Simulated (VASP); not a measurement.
# SiC3 (P-4m2) in VASP: a series of runs, part 2 of 2

VASP 6.6.1.

### 3 Single point, PBE

INCAR reads:

```
SYSTEM = SiC3
PREC = Accurate
ENCUT = 520
EDIFF = 1E-6
ISMEAR = 0
SIGMA = 0.01
LREAL = .False.
LASPH = .True.
NELM = 100
ALGO = Normal
ISIF = 2
LWAVE = .False.
LCHARG = .True.
GGA = PE
LELF = .True.
LVHAR = .True.
NBANDS = 16
```

KPOINTS reads:

```
regular mesh
0
Gamma
  8 8 6
  0 0 0
```

POSCAR reads:

```
SiC3
1.0
    2.7964006874      0.0000000000      0.0000000000
    0.0000000000      2.7964006874      0.0000000000
    0.0000000000      0.0000000000      4.0900436006
C Si
3 1
Direct
    0.5000000000      0.0000000000      0.7862689761
    0.5000000000      0.5000000000      0.0000000000
    0.0000000000      0.5000000000      0.2137310239
    0.0000000000      0.0000000000      0.5000000000
```

Potentials or basis: VASP PAW PBE potentials, release 64 (C, Si).

The run is started by

```console
> cat potpaw_PBE.64/C/POTCAR potpaw_PBE.64/Si/POTCAR > POTCAR
> mpirun -np 1 vasp_std > vasp.out
```

OUTCAR:

```text
SYSTEM = SiC3
   PREC = Accurate
   ENCUT = 520
   EDIFF = 1E-6
   ISMEAR = 0
   LREAL = .False.
   LASPH = .True.
   NELM = 100
   ISIF = 2
   GGA = PE

 ion  position               nearest neighbor table
   1  0.500  0.000  0.786-   2 1.65   2 1.65   4 1.82   4 1.82
   2  0.500  0.500  0.000-   1 1.65   3 1.65   1 1.65   3 1.65
   3  0.000  0.500  0.214-   2 1.65   2 1.65   4 1.82   4 1.82
   4  0.000  0.000  0.500-   1 1.82   3 1.82   3 1.82   1 1.82

  LATTYP: Found a simple tetragonal cell.
 ALAT       =     2.7964006874
 C/A-ratio  =     1.4626099969

[... 647 lines left out ...]
     16      22.1144      0.00000

 [... further k-points ...]
[... 5 lines left out ...]
  --------------------------------------------------------------------------------------
  -------------------------------------------------------------------------------------
  Total        0.5938819      0.5938819      0.7902223      0.0000000      0.0000000      0.0000000
  in kB       29.7497934     29.7497934     39.5852260      0.0000000      0.0000000      0.0000000
  external PRESSURE =      33.0282709 kB  Pullay stress =       0.0000000 kB

 VOLUME and BASIS-vectors are now :
 -----------------------------------------------------------------------------
  energy-cutoff  :      520.00
  volume of cell :       31.98
      direct lattice vectors                 reciprocal lattice vectors
     2.796400687  0.000000000  0.000000000     0.357602544  0.000000000  0.000000000
     0.000000000  2.796400687  0.000000000     0.000000000  0.357602544  0.000000000
     0.000000000  0.000000000  4.090043601     0.000000000  0.000000000  0.244496171

 POSITION                                       TOTAL-FORCE (eV/Angst)
 -----------------------------------------------------------------------------------
      1.39820      0.00000      3.21587         0.000000     -0.000000      0.322497
      1.39820      1.39820      0.00000         0.000000      0.000000      0.000000
      0.00000      1.39820      0.87417        -0.000000     -0.000000     -0.322497
      0.00000      0.00000      2.04502         0.000000     -0.000000      0.000000
 -----------------------------------------------------------------------------------
    total drift:                                0.000000     -0.000000     -0.000000

  FREE ENERGIE OF THE ION-ELECTRON SYSTEM (eV)
  ---------------------------------------------------
  free  energy   TOTEN  =       -31.0840114256 eV

  energy  without entropy=      -31.0840114256  energy(sigma->0) =      -31.08401143
```

OSZICAR:

```text
N       E                     dE             d eps       ncg     rms          rms(c)
DAV:   1     0.246267562371E+02    0.24627E+02   -0.76636E+03  1920   0.929E+02
DAV:   2    -0.310811373145E+02   -0.55708E+02   -0.50964E+02  2648   0.170E+02
DAV:   3    -0.331525347660E+02   -0.20714E+01   -0.20628E+01  2424   0.298E+01
DAV:   4    -0.331643243335E+02   -0.11790E-01   -0.11787E-01  2400   0.271E+00
DAV:   5    -0.331644248082E+02   -0.10047E-03   -0.10044E-03  2424   0.228E-01    0.105E+01
DAV:   6    -0.313087241694E+02    0.18557E+01   -0.22265E+00  2408   0.105E+01    0.534E+00
DAV:   7    -0.311085902590E+02    0.20013E+00   -0.48965E-01  2648   0.458E+00    0.240E+00
DAV:   8    -0.310835332598E+02    0.25057E-01   -0.50857E-02  2264   0.160E+00    0.543E-01
DAV:   9    -0.310838226431E+02   -0.28938E-03   -0.48498E-03  2560   0.578E-01    0.149E-01
DAV:  10    -0.310839750207E+02   -0.15238E-03   -0.97437E-04  2352   0.234E-01    0.399E-02
DAV:  11    -0.310840053673E+02   -0.30347E-04   -0.58322E-05  2552   0.649E-02    0.233E-02
DAV:  12    -0.310840110433E+02   -0.56761E-05   -0.15245E-05  2496   0.284E-02    0.663E-03
DAV:  13    -0.310840114256E+02   -0.38228E-06   -0.14590E-06  2144   0.110E-02
   1 F= -.31084011E+02 E0= -.31084011E+02  d E =-.563763E-16
```

Run time: 22 s. Hardware: 1 thread of Intel Xeon Platinum 8488C (Sapphire Rapids), shared host; peak memory 0.15 GiB.

Results:

```yaml
Free_energy: -31.0840 eV
Pressure: 3.3 GPa
Largest_force: 0.322 eV/Å
Band_gap_on_the_k_mesh: 1.51 eV, indirect (least direct gap 1.86 eV)
```

Forces on the atoms (eV/Å):
```
C    0.000  0.000  0.322
C    0.000  0.000  0.000
C    0.000  0.000 -0.322
Si   0.000  0.000  0.000
```

Stress tensor (GPa, compression positive):
```
2.97 0.00 0.00
0.00 2.97 0.00
0.00 0.00 3.96
```

Levels at points of the mesh, in eV from the valence-band top:
```
           k point  band 4  band 5  band 6  band 7  band 8  band 9  band 10  band 11  band 12  band 13
(0.00, 0.00, 0.00)   -5.45   -5.45   -0.68    0.00    0.00    1.86     2.88     5.06     5.57     5.57
(0.50, 0.00, 0.00)   -6.80   -6.45   -6.24   -4.00   -0.85    4.73     5.85     6.07     7.55    10.10
(0.50, 0.50, 0.00)   -8.49   -6.12   -5.31   -5.31   -3.87    1.64     1.64     1.97     5.10    12.42
(0.00, 0.00, 0.50)   -4.99   -4.99   -4.05   -1.45   -1.45    2.68     2.99     6.02     7.89     7.98
(0.50, 0.00, 0.50)  -10.54   -3.88   -2.71   -2.27   -0.73    3.02     5.58     6.18     6.19     8.17
(0.50, 0.50, 0.50)   -7.39   -7.14   -6.71   -6.71   -6.31    5.42     5.42     6.06     8.79     9.59
```
